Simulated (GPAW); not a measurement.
**BN: relaxation of cell and atoms with PBEsol+D3(BJ)**

The system is BN.

```
N B
1.0
     1.25112    0.72234    3.37293
    -1.25112    0.72234    3.37293
     0.00000   -1.44467    3.37293
N B
1 1
Cartesian
  0.0000 0.0000 6.7517
  0.0000 0.0000 0.0033
```

The cell is a database's computed one.

```yaml
Program: GPAW 26.7.0
Task: relaxation of cell and atoms
Functional: PBEsol
Dispersion: D3(BJ)
Potentials_or_basis: PAW data sets generated in the run's folder for this functional
Cutoff: 800 eV
Basis: pw
k_mesh: 9 × 9 × 9
Occupations: fermi-dirac, width 0.05 eV
Spin: no spin polarisation
Maxiter: 150
Optimizer: BFGS
Fmax: 0.05 eV/Å
Max_steps: 40
```

The relaxed volume is 8.38 Å³/atom, the relaxed cell is a = 3.421 Å, b = 3.421 Å, c = 3.421 Å, α = 42.81°, β = 42.81°, γ = 42.81° and the space group after relaxing (to 0.05 Å) is R3m (No. 160). The energy gained by relaxing is 1.5 meV/atom. The ionic steps are 8 and the pressure after relaxing is 0.3 GPa. The largest force after relaxing is 0.015 eV/Å and the band gap on the k mesh is 4.15 eV, indirect (least direct gap 4.68 eV). The dispersion energy per atom is -0.108 eV.

Forces in eV/Å, atoms in the order of the input:
```
N    0.000  0.000  0.015
B    0.000  0.000 -0.015
```

Stress tensor (GPa, compression positive):
```
0.43 0.00 0.00
0.00 0.43 0.00
0.00 0.00 0.08
```

The path:
```csv
step,energy change (eV),largest force (eV/Å),pressure (GPa),volume (Å³)
1,0.0000,0.0030,-1.79,18.29
2,-0.0002,0.0016,-1.33,18.25
3,-0.0002,0.0037,0.34,18.07
4,-0.0003,0.0061,0.89,17.98
5,-0.0005,0.0160,2.73,17.47
6,-0.0006,0.0260,3.47,16.96
7,-0.0015,0.0276,2.26,16.69
8,-0.0029,0.0154,0.32,16.76
```

Final structure:
```
CELL_PARAMETERS angstrom
1.24877 0.72098 3.10278
-1.24877 0.72098 3.10278
0.00000 -1.44196 3.10278
ATOMIC_POSITIONS crystal
N 0.66735 0.66735 0.66735
B 0.00019 0.00019 0.00019
```

Levels at points of the mesh, in eV from the valence-band top:
| k point | band 1 | band 2 | band 3 | band 4 | band 5 | band 6 | band 7 |
| --- | --- | --- | --- | --- | --- | --- | --- |
| (0.00, 0.00, 0.00) | -17.85 | -3.66 | -1.21 | -1.21 | 5.58 | 11.76 | 11.76 |

Wall time 4.9 min on 1 thread of Intel(R) Xeon(R) Platinum 8259CL CPU @ 2.50GHz (Skylake/Cascade Lake), with other jobs on the host, peak memory 0.24 GiB.

Caveat: later steps reuse the first step's grids; an odd mesh through Γ misses points on the zone boundary, where band edges often lie; the program warned that so skewed a cell can give wrong results.
